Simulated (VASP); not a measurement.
# Al (P-1) in VASP: a series of runs

Aim: see how the results for Al move with the level of theory and the settings. Levels: r2SCAN+D3(BJ), BLYP. Tasks: density of states.

Program: VASP 6.6.1. These are calculated values, not measurements. Logs are shortened: lines on timing, memory, paths and dates and some standing lists are left out, and cuts for length are marked.

## Step 1: The cell of the first run

The typed cell holds 2 atoms: a = 3.182 Å, b = 3.182 Å, c = 3.182 Å, α = 90.00°, β = 90.00°, γ = 90.00°.

This isn't the form of Al at room conditions, which is fcc.

## Step 2: Density of states, r2SCAN+D3(BJ) (a zone-boundary wave of random shape, sigma 0.4 Å)

INCAR reads:

```
PREC = Accurate ; ENCUT = 500
EDIFF = 1E-7 ; ISMEAR = -5
SIGMA = 0.1 ; LREAL = F
LASPH = T ; NELM = 60
ALGO = Normal ; ISIF = 2
LWAVE = F ; LCHARG = F
METAGGA = R2SCAN ; LMIXTAU = T
IVDW = 12 ; VDW_S6 = 1.0
VDW_S8 = 0.78981345 ; VDW_A1 = 0.49484001
VDW_A2 = 5.73083694 ; LORBIT = 11
NEDOS = 1001
```

Al.cif reads:

```cif
data_Al
_cell_length_a 3.18243738
_cell_length_b 3.18243738
_cell_length_c 3.18243738
_cell_angle_alpha 90.00000000
_cell_angle_beta 90.00000000
_cell_angle_gamma 90.00000000
_space_group_name_H-M_alt 'P-1'
_space_group_name_Hall '-P 1'
_space_group_IT_number 2
loop_
_space_group_symop_operation_xyz
'x,y,z'
'-x,-y,-z'
loop_
_atom_site_label
_atom_site_type_symbol
_atom_site_symmetry_multiplicity
_atom_site_Wyckoff_symbol
_atom_site_fract_x
_atom_site_fract_y
_atom_site_fract_z
_atom_site_occupancy
Al1 Al 2 i 0.4254911700 0.3151724500 0.2858184800 1
```

KPOINTS reads:

```
regular mesh
0
Gamma
  8 8 8
```

POSCAR reads:

```
Al
 1.0000000000000000
     3.1824373800000001    0.0000000000000000    0.0000000000000000
     0.0000000000000000    3.1824373800000001    0.0000000000000000
     0.0000000000000000    0.0000000000000000    3.1824373800000001
 Al 
   2
Cartesian
  1.3540990042679346  1.0030165860261810  0.9095994146467824
  1.8283383757320657  2.1794207939738190  2.2728379653532178
```

Potentials or basis: VASP PAW PBE potentials, release 64 (Al).

Run with:

```sh
$ ase convert -i cif -o vasp Al.cif POSCAR
$ cat potpaw_PBE.64/Al/POTCAR > POTCAR
$ mpirun -np 1 vasp_std > vasp.out
```

OUTCAR:

```text
PREC = Accurate
   ENCUT = 500
   EDIFF = 1E-7
   ISMEAR = -5
   LREAL = F
   LASPH = T
   NELM = 60
   ISIF = 2
   METAGGA = R2SCAN
   IVDW = 12
   LORBIT = 11
 IVDW          = 12

 ion  position               nearest neighbor table
   1  0.425  0.315  0.286-   2 1.86   2 2.22   2 2.47   2 2.75   2 3.25
   2  0.575  0.685  0.714-   1 1.86   1 2.22   1 2.47   1 2.75   1 3.25

  LATTYP: Found a simple cubic cell.
 ALAT       =     3.1824373800

  Lattice vectors:

 A1 = (   3.1824373800,   0.0000000000,   0.0000000000)
 A2 = (   0.0000000000,   3.1824373800,   0.0000000000)
 A3 = (   0.0000000000,   0.0000000000,   3.1824373800)

Analysis of symmetry for initial positions (statically):
=====================================================================
 Subroutine PRICEL returns:
 Original cell was already a primitive cell.

 Routine SETGRP: Setting up the symmetry group for a
 simple cubic supercell.

 Subroutine GETGRP returns: Found  2 space group operations
 (whereof  2 operations were pure point group operations)
 out of a pool of 48 trial point group operations.

The static configuration has the point symmetry S_2 .

Analysis of symmetry for dynamics (positions and initial velocities):
=====================================================================
 Subroutine PRICEL returns:
 Original cell was already a primitive cell.

 Routine SETGRP: Setting up the symmetry group for a
 simple cubic supercell.

 Subroutine GETGRP returns: Found  2 space group operations
 (whereof  2 operations were pure point group operations)
 out of a pool of 48 trial point group operations.

The dynamic configuration has the point symmetry S_2 .

 Subroutine INISYM returns: Found  2 space group operations
 (whereof  2 operations are pure point group operations),
 and found     1 'primitive' translations

----------------------------------------------------------------------------------------

                                     Primitive cell

  volume of cell :      32.2314

  direct lattice vectors                    reciprocal lattice vectors
     3.182437380  0.000000000  0.000000000     0.314224565  0.000000000  0.000000000
     0.000000000  3.182437380  0.000000000     0.000000000  0.314224565  0.000000000
     0.000000000  0.000000000  3.182437380     0.000000000  0.000000000  0.314224565

  length of vectors
     3.182437380  3.182437380  3.182437380     0.314224565  0.314224565  0.314224565

  position of ions in fractional coordinates (direct lattice)
     0.425491170  0.315172450  0.285818480
     0.574508830  0.684827550  0.714181520

  ion indices of the primitive-cell ions
   primitive index   ion index
                 1           1
                 2           2

----------------------------------------------------------------------------------------

 KPOINTS: regular mesh

Automatic generation of k-mesh.
 Grid dimensions read from file:
 generate k-points for:    8    8    8

 Generating k-lattice:

  Cartesian coordinates                     Fractional coordinates (reciprocal lattice)
     0.039278071  0.000000000  0.000000000     0.125000000  0.000000000  0.000000000
     0.000000000  0.039278071  0.000000000     0.000000000  0.125000000  0.000000000
     0.000000000  0.000000000  0.039278071     0.000000000  0.000000000  0.125000000

  Length of vectors
     0.039278071  0.039278071  0.039278071

  Shift w.r.t. Gamma in fractional coordinates (k-lattice)
     0.000000000  0.000000000  0.000000000

 TETIRR: Found   1536 inequivalent tetrahedra from     3072

 Subroutine IBZKPT returns following result:
 ===========================================

 Found    260 irreducible k-points:

 Following reciprocal coordinates:
            Coordinates               Weight
  0.000000  0.000000  0.000000      1.000000
  0.125000  0.000000  0.000000      2.000000
  0.000000  0.125000  0.000000      2.000000
  0.000000  0.000000  0.125000      2.000000
  0.250000  0.000000  0.000000      2.000000
  0.000000  0.250000  0.000000      2.000000
[... 16 lines left out ...]
 -0.125000  0.250000  0.000000      2.000000
 -0.250000  0.000000  0.125000      2.000000
 [... further k-points ...]
   k-points           NKPTS =    260   k-points in BZ     NKDIM =    260   number of bands    NBANDS=      7
   number of dos      NEDOS =   1001   number of ions     NIONS =      2
   total plane-waves  NPLWV =  13824
   dimension x,y,z NGX =    24 NGY =   24 NGZ =   24
   dimension x,y,z NGXF=    48 NGYF=   48 NGZF=   48
   ions per type =               2
   NGX,Y,Z   is equivalent  to a cutoff of  12.54, 12.54, 12.54 a.u.
   NGXF,Y,Z  is equivalent  to a cutoff of  25.07, 25.07, 25.07 a.u.
 SYSTEM =  unknown system
   PREC   = accura    normal or accurate (medium, high low for compatibility)
   ISTART =      0    job   : 0-new  1-cont  2-samecut
   ICHARG =      2    charge: 1-file 2-atom 10-const
   ISPIN  =      1    spin polarized calculation?
   LNONCOLLINEAR =      F non collinear calculations
   LSORBIT =      F    spin-orbit coupling
   LASPH  =      T    aspherical Exc in radial PAW
   ENCUT  =  500.0 eV  36.75 Ry    6.06 a.u.   5.80  5.80  5.80*2*pi/ulx,y,z
   NELM   =     60;   NELMIN=  2; NELMDL= -5     # of ELM steps
   EDIFF  = 0.1E-06   stopping-criterion for ELM
   LREAL  =      F    real-space projection
   EDIFFG = 0.1E-05   stopping-criterion for IOM
   NSW    =      0    number of steps for IOM
   IBRION =     -1    ionic relax: 0-MD 1-quasi-New 2-CG
   NFREE  =      0    steps in history (QN), initial steepest desc. (CG)
   ISIF   =      2    stress and relaxation
   ISYM   =      2    0-nonsym 1-usesym 2-fastsym
   POTIM  = 0.5000    time-step for ionic-motion
   TEBEG  =    0.0;   TEEND  =   0.0 temperature during run
   PSTRESS=    0.0 pullay stress
   NELECT =       6.0000    total number of electrons
   NUPDOWN=      -1.0000    fix difference up-down
   EMIN   =  10.00;   EMAX   =-10.00  energy-range for DOS
   EFERMI =   0.00;   METHOD = LEGACY
   ISMEAR =    -5;   SIGMA  =   0.10  broadening in eV -4-tet -1-fermi 0-gaus
   EFERMI_NEDOS =   21; number of points for ismear=-14 and -15
   IALGO  =     38    algorithm
   IMIX   =      4    mixing-type and parameters
     AMIX     =   0.40;   BMIX     =  1.00
     AMIX_MAG =   1.60;   BMIX_MAG =  1.00
  volume/ion in A,a.u.               =      16.12       108.75
  Fermi-wavevector in a.u.,A,eV,Ry     =   0.934757  1.766435 11.888371  0.873771
  Thomas-Fermi vector in A             =   2.061595
   LORBIT       =     11    0 simple, 1 ext, 2 COOP (PROOUT), +10 PAW based schemes
   METAGGA = R2SCAN    functional components
   LHFCALC =     F    Hartree Fock is set to
   AEXX    =    0.0000 exact exchange contribution
   IVDW    =    12    specifies the selected vdW correction
   LEPSILON=     F    determine dielectric tensor
   LRPA    =     F    only Hartree local field effects (RPA)
 non-spin polarized calculation
 Fermi weights with tetrahedron method with Bloechl corrections
  energy-cutoff  :      500.00
  volume of cell :       32.23
 maximum number of plane-waves:       840
   NGX = 11   NGY = 11   NGZ = 11

 number of electron       6.0000000 magnetization

 Free energy of the ion-electron system (eV)
  ---------------------------------------------------
  ext. energy  EPLUGINS =         0.00000000
  ---------------------------------------------------
  free energy    TOTEN  =        -8.63285831 eV

  energy without entropy =       -8.63285831  energy(sigma->0) =       -8.63285831

 E-fermi :   7.9496     XC(G=0): -10.7003

 val. band max:        8.3385015648   @ k =   0.5000   0.1250   0.1250
 cond. band min:       7.6713651577   @ k =   0.5000   0.3750   0.0000
 fundamental gap:     -0.6671364071
 Fermi energy:         7.9496047586

 k-point     1 :       0.0000    0.0000    0.0000
  band No.  band energies     occupation
      1      -4.0552      2.00000
      2       9.3470      0.24480
      3       9.8149     -0.07449
      4       9.9521      0.00000
      5      10.1827      0.00000
      6      11.6762      0.00000
      7      13.5422      0.00000

 k-point     2 :       0.1250    0.0000    0.0000
  band No.  band energies     occupation
      1      -3.8368      2.00000
      2       7.6400      1.89450
      3       9.5198     -0.48702
      4      10.0068      0.00000
      5      10.1119      0.00000
      6      13.4644      0.00000
      7      14.8041      0.00000

 k-point     3 :       0.0000    0.1250    0.0000
  band No.  band energies     occupation
      1      -3.8187      2.00000
      2       7.0664      1.98760
      3       9.5300     -0.36286
      4      10.3609      0.00000
      5      11.7634      0.00000
      6      11.9278      0.00000
      7      14.8607      0.00000

 k-point     4 :       0.0000    0.0000    0.1250
  band No.  band energies     occupation
      1      -3.8158      2.00000
      2       6.9170      2.00495
      3      10.0102     -0.27308
      4      10.3813      0.00000
      5      11.4742      0.00000
      6      11.8695      0.00000
      7      14.8113      0.00000

 k-point     5 :       0.2500    0.0000    0.0000
  band No.  band energies     occupation
      1      -3.2019      2.00000
      2       4.8781      2.00000
      3       9.9890     -0.62745
      4      10.4886      0.00000
      5      10.5433      0.00000
      6      14.1850      0.00000
      7      17.9922      0.00000
[... 161 lines left out ...]
 k-point    22 :       0.1250    0.0000    0.2500
  band No.  band energies     occupation
      1      -2.8854      2.00000
      2       4.4093      2.00000
      3       8.5525      0.20524
      4      10.7626      0.00000
      5      12.2903      0.00000
      6      15.1644      0.00000
      7      15.9244      0.00000

 k-point    23 :      -0.1250    0.2500    0.0000
  band No.  band energies     occupation
      1      -2.8989      2.00000
      2       4.5216      2.00000
      3       8.4576      0.19956
      4      10.2308      0.00000
      5      12.7135      0.00000
      6      15.2571      0.00000
      7      16.2293      0.00000

 k-point    24 :      -0.2500    0.0000    0.1250
  band No.  band energies     occupation
      1      -2.9640      2.00000
      2       5.0966      2.00000
      3       7.6189      1.65312
      4      10.6760      0.00000
      5      12.0162      0.00000
      6      15.0548      0.00000
      7      16.4792      0.00000

 [... further k-points ...]

------------------------ aborting loop because EDIFF is reached ----------------------------------------

 Edisp (eV)   -0.32636

 E8    (eV) :    -0.1156

  FORCE on cell =-STRESS in cart. coord.  units (eV):
  Direction    XX          YY          ZZ          XY          YZ          ZX
  --------------------------------------------------------------------------------------
  -------------------------------------------------------------------------------------
  Total      -0.42928    12.07046    17.28487     4.71277     6.30083     3.45159
  in kB     -21.33905   600.00471   859.20547   234.26504   313.20526   171.57325
  external pressure =      479.29 kB  Pullay stress =        0.00 kB

 VOLUME and BASIS-vectors are now :
 -----------------------------------------------------------------------------
  energy-cutoff  :      500.00
  volume of cell :       32.23
      direct lattice vectors                 reciprocal lattice vectors
     3.182437380  0.000000000  0.000000000     0.314224565  0.000000000  0.000000000
     0.000000000  3.182437380  0.000000000     0.000000000  0.314224565  0.000000000
     0.000000000  0.000000000  3.182437380     0.000000000  0.000000000  0.314224565

 POSITION                                       TOTAL-FORCE (eV/Angst)
 -----------------------------------------------------------------------------------
      1.35410      1.00302      0.90960        -4.788157     -8.786470     -6.706280
      1.82834      2.17942      2.27284         4.788157      8.786470      6.706280
 -----------------------------------------------------------------------------------
    total drift:                                0.000000      0.000000     -0.000000

  FREE ENERGIE OF THE ION-ELECTRON SYSTEM (eV)
  ---------------------------------------------------
  free  energy   TOTEN  =        -8.9592138453 eV

  energy  without entropy=       -8.9592138453  energy(sigma->0) =       -8.95921385

 total charge

# of ion       s       p       d       tot
------------------------------------------
    1        0.530   0.497   0.000   1.028
    2        0.530   0.497   0.000   1.028
--------------------------------------------------
tot          1.061   0.994   0.000   2.055
```

It took 90 s on 1 thread of Intel Xeon Platinum 8488C (Sapphire Rapids), shared host; peak memory 0.18 GiB.

Results:

```yaml
Free_energy: -8.9592 eV
Pressure: 47.9 GPa
Largest_force: 12.046 eV/Å
Band_gap_on_the_k_mesh: none (metal or under the smearing width)
Valence_electrons_inside_the_program's_atomic_spheres: Al 1.03
Dispersion_energy_per_atom: -0.163 eV
```

Forces on the atoms (eV/Å):
```
Al  -4.788 -8.786 -6.706
Al   4.788  8.786  6.706
```

Stress tensor (GPa, compression positive):
```
-2.13 23.43 17.16
23.43 60.00 31.32
17.16 31.32 85.92
```

Levels at points of the mesh, in eV from the Fermi level:
| k point | band 1 | band 2 | band 3 | band 4 | band 5 | band 6 | band 7 |
| --- | --- | --- | --- | --- | --- | --- | --- |
| (0.00, 0.00, 0.00) | -12.00 | 1.40 | 1.87 | 2.00 | 2.23 | 3.73 | 5.59 |
| (0.50, 0.00, 0.00) | -9.56 | -6.40 | 3.02 | 3.38 | 3.57 | 7.51 | 8.01 |
| (0.00, 0.50, 0.00) | -8.85 | -7.52 | 3.47 | 4.56 | 5.45 | 5.86 | 6.53 |
| (0.00, 0.00, 0.50) | -8.58 | -7.86 | 4.34 | 4.89 | 5.49 | 5.60 | 6.39 |
| (0.50, 0.50, 0.00) | -6.41 | -5.33 | -3.53 | -1.63 | 4.89 | 7.59 | 9.78 |
| (0.00, 0.50, 0.50) | -5.64 | -5.20 | -3.85 | -3.17 | 7.57 | 8.68 | 9.34 |
| (0.50, 0.00, 0.50) | -6.19 | -5.62 | -3.19 | -2.12 | 5.89 | 7.35 | 9.54 |
| (0.50, 0.50, 0.50) | -3.58 | -3.40 | -1.37 | -0.62 | -0.04 | 0.81 | 1.77 |

States per cell in windows of 1 eV (zero at the Fermi level; states under -8 eV left out):
```
from (eV)  total  Al1_p  Al2_p  Al1_s  Al2_s  Al1_d  Al2_d
     -8.0   0.40   0.02   0.02   0.06   0.06   0.00   0.00
     -7.0   0.39   0.03   0.03   0.05   0.05   0.00   0.00
     -6.0   0.54   0.05   0.05   0.04   0.04   0.00   0.00
     -5.0   0.72   0.08   0.08   0.03   0.03   0.00   0.00
     -4.0   0.53   0.06   0.06   0.02   0.02   0.00   0.00
     -3.0   0.63   0.06   0.06   0.03   0.03   0.00   0.00
     -2.0   0.71   0.07   0.07   0.04   0.04   0.00   0.00
     -1.0   0.80   0.08   0.08   0.04   0.04   0.00   0.00
      0.0   0.76   0.08   0.08   0.04   0.04   0.00   0.00
      1.0   0.90   0.11   0.11   0.04   0.04   0.00   0.00
      2.0   0.82   0.10   0.10   0.03   0.03   0.00   0.00
      3.0   0.84   0.10   0.10   0.03   0.03   0.00   0.00
      4.0   1.03   0.11   0.11   0.03   0.03   0.00   0.00
      5.0   0.78   0.08   0.08   0.02   0.02   0.00   0.00
      6.0   1.07   0.10   0.10   0.03   0.03   0.00   0.00
      7.0   0.78   0.08   0.08   0.02   0.02   0.00   0.00
```

Caveat: a pressure of tens of GPa on the cell as given is suspect, and the run, the potentials or the cell itself is likely at fault; the PAW data sets were made with another functional, which shifts forces and pressure a little; pairwise dispersion overbinds metals, which lowers pressure and volume; tetrahedron occupations give inexact forces and stress in metals.

## Step 3: Density of states, BLYP (a zone-boundary wave of random shape, sigma 0.4 Å)

POSCAR reads:

```
Al
1.0
    0.0000000000     -3.1824373800      0.0000000000
   -3.1824373800      0.0000000000      0.0000000000
    0.0000000000      0.0000000000     -3.1824373800
Al
2
Direct
    0.6754911700      0.5651724500      0.5358184800
    0.8245088300      0.9348275500      0.9641815200
```

INCAR.step1 reads:

```
SYSTEM = Al
AGGAC = 1.0
AGGAX = 1.0
ALDAC = 0.0
ALDAX = 1.0
ALGO = Normal
EDIFF = 1E-7
ENCUT = 520
GGA = B5
ISIF = 2
ISMEAR = -1
LASPH = .True.
LCHARG = .True.
LREAL = .False.
LWAVE = .False.
NELM = 80
PREC = Accurate
SIGMA = 0.02
```

KPOINTS.step1 reads:

```
k-points
0
Gamma
  8 8 8
  0 0 0
```

INCAR.step2 reads:

```
SYSTEM = Al
AGGAC = 1.0
AGGAX = 1.0
ALDAC = 0.0
ALDAX = 1.0
ALGO = Normal
EDIFF = 1E-7
ENCUT = 520
GGA = B5
ICHARG = 11
ISIF = 2
ISMEAR = -5
LASPH = .True.
LCHARG = .False.
LORBIT = 11
LREAL = .False.
LWAVE = .False.
NEDOS = 1001
NELM = 80
PREC = Accurate
SIGMA = 0.02
```

KPOINTS.step2 reads:

```
k-points
0
Gamma
  12 12 12
  0 0 0
```

Potentials or basis: VASP PAW PBE potentials, release 64 (Al).

Run with:

```sh
$ cat potpaw_PBE.64/Al/POTCAR > POTCAR
$ cp INCAR.step1 INCAR
$ cp KPOINTS.step1 KPOINTS
$ mpirun -np 1 vasp_std > vasp.out
$ cp INCAR.step2 INCAR
$ cp KPOINTS.step2 KPOINTS
$ mpirun -np 1 vasp_std > vasp.out
```

It took 47 s on 1 thread of Intel Xeon Platinum 8488C (Sapphire Rapids), shared host; peak memory 0.28 GiB.

The run converged. Its results:

* Valence electrons inside the program's atomic spheres: Al 1.01

Levels at points of the mesh, in eV from the Fermi level:
```
           k point  band 1  band 2  band 3  band 4  band 5  band 6  band 7
(0.00, 0.00, 0.00)  -11.30    1.29    1.75    2.09    2.15    3.58    4.88
(0.50, 0.00, 0.00)   -9.12   -5.82    2.74    3.28    3.38    7.15    7.39
(0.00, 0.50, 0.00)   -8.38   -7.01    3.21    4.32    5.18    5.48    6.14
(0.00, 0.00, 0.50)   -8.11   -7.36    4.03    4.64    5.11    5.33    6.04
(0.50, 0.50, 0.00)   -6.19   -5.02   -3.18   -1.36    4.47    7.13    9.11
(0.00, 0.50, 0.50)   -5.34   -4.80   -3.72   -2.96    6.99    8.01    8.92
(0.50, 0.00, 0.50)   -5.96   -5.32   -2.86   -1.81    5.44    6.87    8.86
(0.50, 0.50, 0.50)   -3.42   -3.17   -1.40   -0.65   -0.15    0.79    1.89
```

States per cell in windows of 1 eV (zero at the Fermi level; states under -8 eV left out):
| from (eV) | total | Al1_p | Al2_p | Al1_s | Al2_s | Al1_d | Al2_d |
| --- | --- | --- | --- | --- | --- | --- | --- |
| -8.0 | 0.44 | 0.02 | 0.02 | 0.07 | 0.07 | 0.00 | 0.00 |
| -7.0 | 0.41 | 0.03 | 0.03 | 0.05 | 0.05 | 0.00 | 0.00 |
| -6.0 | 0.48 | 0.04 | 0.04 | 0.04 | 0.04 | 0.00 | 0.00 |
| -5.0 | 0.69 | 0.07 | 0.07 | 0.04 | 0.04 | 0.00 | 0.00 |
| -4.0 | 0.66 | 0.07 | 0.07 | 0.03 | 0.03 | 0.00 | 0.00 |
| -3.0 | 0.63 | 0.06 | 0.06 | 0.03 | 0.03 | 0.00 | 0.00 |
| -2.0 | 0.75 | 0.08 | 0.08 | 0.04 | 0.04 | 0.00 | 0.00 |
| -1.0 | 0.84 | 0.08 | 0.08 | 0.04 | 0.04 | 0.00 | 0.00 |
| 0.0 | 0.85 | 0.09 | 0.09 | 0.04 | 0.04 | 0.00 | 0.00 |
| 1.0 | 0.90 | 0.11 | 0.11 | 0.04 | 0.04 | 0.00 | 0.00 |
| 2.0 | 0.95 | 0.12 | 0.12 | 0.03 | 0.03 | 0.00 | 0.00 |
| 3.0 | 0.90 | 0.10 | 0.10 | 0.03 | 0.03 | 0.00 | 0.00 |
| 4.0 | 1.03 | 0.10 | 0.10 | 0.02 | 0.02 | 0.00 | 0.00 |
| 5.0 | 0.84 | 0.08 | 0.08 | 0.02 | 0.02 | 0.00 | 0.00 |
| 6.0 | 1.07 | 0.11 | 0.11 | 0.02 | 0.02 | 0.00 | 0.00 |
| 7.0 | 0.94 | 0.08 | 0.08 | 0.02 | 0.02 | 0.00 | 0.00 |

Caveat: the PAW data sets were made with another functional, which shifts forces and pressure a little; tetrahedron occupations give inexact forces and stress in metals.
